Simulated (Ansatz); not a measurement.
AlAs under strain

Method: Ansatz, DFT PBEsol, scalar-relativistic, plane waves, PAW. (420 eV cutoff, 8×8×6 k-mesh, Gaussian smearing of 0.02 eV, no spin polarisation)

The relaxed crystal:

```xyz
4
Lattice="2.8379 2.8379 0.0000 -2.8379 2.8379 0.0000 0.0000 0.0000 5.6758" Properties=species:S:1:pos:R:3 pbc="T T T"
Al    0.0000    0.0000    0.0000
Al    0.0000    2.8379    2.8379
As    1.4190    1.4190    1.4190
As   -1.4190    1.4190    4.2569
```

Deformation: all cell vectors scaled alike, the atoms relaxed, all within the symmetry that the strain leaves. Energies are extrapolated to zero smearing. Gaps are Kohn–Sham gaps over the whole zone.

```csv
strain (%),ΔE (meV/atom),a (Å),b (Å),c (Å),gap (eV)
-6.0,202.0,3.773,3.773,5.335,0.98
-4.0,83.7,3.853,3.853,5.449,1.11
-2.0,19.4,3.933,3.933,5.562,1.24
+0.0,0.0,4.013,4.013,5.676,1.34
+2.0,17.7,4.094,4.094,5.789,1.44
+4.0,65.7,4.174,4.174,5.903,1.03
+6.0,138.3,4.254,4.254,6.016,0.63
```

**Question.** What stiffness (1/V) d²E/dε² at zero strain does a cubic fit over all points give?

**Answer.** A cubic fit gives (1/V) d²E/dε² = 664 GPa at zero strain (nine times the bulk modulus at fixed shape).

**Question.** How fast does the gap move with strain on either side?

**Answer.** 54 meV per percent on the compressed side and 47 meV per percent on the stretched side.

Cost: 7 runs of about 1.4 core-minutes in all, on Arm Neoverse V1 (shared hosts).